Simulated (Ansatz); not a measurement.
# SiO2: the cost of one run

Method: DFT PBE, scalar-relativistic, in Ansatz 0.2.0.

### 1 The structure to begin with

Symmetry: I-42d, No. 122, tetragonal system. The conventional cell has a = 4.748 Å, b = 4.748 Å, c = 7.488 Å, α = 90.00°, β = 90.00°, γ = 90.00°. Around Si (site symmetry -4) lie 4 O at 1.62 Å. Around O (site symmetry 2) lie 2 Si at 1.62 Å.

Coordinates:

```cif
data_structure
_symmetry_space_group_name_H-M 'P 1'
_symmetry_Int_Tables_number 1
_cell_length_a 5.0289
_cell_length_b 5.0289
_cell_length_c 5.0289
_cell_angle_alpha 123.661
_cell_angle_beta 123.661
_cell_angle_gamma 83.768
_cell_volume 84.41
loop_
_atom_site_label
_atom_site_type_symbol
_atom_site_fract_x
_atom_site_fract_y
_atom_site_fract_z
_atom_site_occupancy
Si1 Si 0.00000 0.00000 0.00000 1
Si2 Si 0.75000 0.25000 0.50000 1
O1 O 0.99838 0.62500 0.87338 1
O2 O 0.37500 0.24838 0.37338 1
O3 O 0.75162 0.12500 0.12662 1
O4 O 0.87500 0.00162 0.62662 1
```

Atoms are numbered in the order of the input: Si1, Si2, O3, O4, O5, O6.

### 2 Volume × 0.96, LAPW

Contents of input.yaml:

```yaml
crystal:
  lattice:
    - [-2.34196431, 2.34196431, 3.6933992025]
    - [2.34196431, -2.34196431, 3.6933992025]
    - [2.34196431, 2.34196431, -3.6933992025]
  atoms:
    - { symbol: Si, position: [0.0, 0.0, 0.0] }
    - { symbol: Si, position: [0.75, 0.25, 0.5] }
    - { symbol: O, position: [0.99838, 0.625, 0.87338] }
    - { symbol: O, position: [0.375, 0.24838, 0.37338] }
    - { symbol: O, position: [0.75162, 0.125, 0.12662] }
    - { symbol: O, position: [0.875, 0.00162, 0.62662] }
kpoints:
  mp_grid: { grid: [7, 7, 7] }
  band_path:
    path:
      - [0.0, 0.0, 0.0]
      - [0.0, 0.0, 0.5]
      - [0.25, 0.25, 0.25]
      - [0.0, 0.5, 0.0]
      - [0.0, 0.0, 0.0]
      - [0.5, 0.5, -0.5]
      - [0.350518975, 0.649481025, -0.350518975]
      - [-0.350518975, 0.350518975, 0.350518975]
      - [0.0, 0.0, 0.0]
    npoints: 5
scf:
  occupations: { method: fermi_dirac, width: 0.03 }
hamiltonian:
  xc: pbe
  pseudopotentials: { kind: all_electron, lapw: { basis_error: 0.001 } }
output:
  forces: true
  stress: true
  eigenvalues: true
```

Run with:

```sh
$ ansatz run input.yaml --threads 2 --pin off --max-ram 6144MiB --backend cpu --events-out ev --progress --plain --runs-dir out
```

What time and memory should one allow on 2 threads of Arm Neoverse V1, shared host?

About 1.9 min, with a peak of 0.71 GiB.
